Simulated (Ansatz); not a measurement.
# TiSe2: computed properties

Computed with DFT r2SCAN, scalar-relativistic, plane waves, PAW (Ansatz 0.2.0).

Plane waves to 500 eV, a k mesh through Γ of 12×12×8 on the computed 3-atom cell and Gaussian smearing (0.10 eV); no spin polarisation.

The structure is relaxed at this level of theory with its symmetry kept.

```
Ti Se
1.0
     3.55887    0.00000    0.00000
    -1.77944    3.08207    0.00000
     0.00000    0.00000    6.31712
Ti Se
1 2
Direct
  0.00000 0.00000 0.00000
  0.33333 0.66667 0.24047
  0.66667 0.33333 0.75953
```

(1) Formation energy from the elements' standard states (uncorrected)?

(2) Density of states at the Fermi level?

(3) Löwdin character within 0.5 eV of the Fermi level?

(4) Bader charges (e)?

Each cell of TiSe2 holds layers, and where no dispersion correction was added their binding is poorly described.

A ferromagnetic start lost its moments in a first run, so spin was left out; other magnetic orders weren't tried.

## Answers

(1) -1.304 eV/atom.

(2) 0.27 states/eV per cell.

(3) Ti 3d 72 %, Se 4p 24 %.

(4) Ti (1 in the cell) 1.72, Se (2 in the cell) -0.86.

Cost: 6 runs of about 13 core-minutes in all, on Arm Neoverse V2 (shared hosts).